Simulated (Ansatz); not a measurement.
## ZnS: a prediction, then the measurements

Computed with Ansatz 0.2.0, DFT PBE, scalar-relativistic, plane waves, PAW.

Cutoff 420 eV; k points 12×12×6 on the computed 4-atom cell (Γ-centred); Gaussian smearing, width 0.02 eV; no spin polarisation.

Relaxed structure:

```cif
data_structure
_symmetry_space_group_name_H-M 'P6_3mc'
_symmetry_Int_Tables_number 186
_cell_length_a 3.8457
_cell_length_b 3.8457
_cell_length_c 6.3042
_cell_angle_alpha 90.000
_cell_angle_beta 90.000
_cell_angle_gamma 120.000
_cell_volume 80.75
loop_
_atom_site_label
_atom_site_type_symbol
_atom_site_symmetry_multiplicity
_atom_site_Wyckoff_symbol
_atom_site_fract_x
_atom_site_fract_y
_atom_site_fract_z
_atom_site_occupancy
Zn1 Zn 2 b 0.33333 0.66667 0.00520 1
S1 S 2 b 0.33333 0.66667 0.37980 1
```

| Quantity | Value |
| --- | --- |
| Space group | P6_3mc (No. 186) |
| Volume per atom | 20.19 Å³ |
| Formation energy from the elements' standard states (uncorrected) | -0.819 eV/atom |
| Kohn–Sham band gap | 2.08 eV |
| Orbital (Löwdin) character of the top 1 eV of the valence band | S 3p 88 %, Zn 3d 8 % |
| Orbital (Löwdin) character of the lowest 1 eV of the conduction band | Zn 4s 57 %, S 3s 27 %, S 3p 15 % |
| Bulk modulus | 69 GPa |
| Its pressure derivative | 4.4 |
| Bader charge by site (e) | Zn (2 in the cell) 0.89, S (2 in the cell) -0.89 |

**Against measurements.**

A measured lattice constant a of ZnS is 3.82 Å (300 K; a printed reference work (textbook)); the calculated 3.846 Å exceeds it by 0.7 %. A measured lattice constant c of ZnS is 6.26 Å (300 K; a printed reference work (textbook)); the calculated 6.304 Å exceeds it by 0.7 %. The calculation is for 0 K without zero-point motion. A measured band gap of ZnS is 3.911 eV (direct; 4 K; a printed reference work (monograph)); the calculated 2.08 eV falls short of it by 1.83 eV. Kohn–Sham gaps of semilocal functionals fall short of measured ones as a rule.

It was relaxed from a cell as deposited in COD. Löwdin shares on free-atom orbitals overweight diffuse shells in the empty bands.
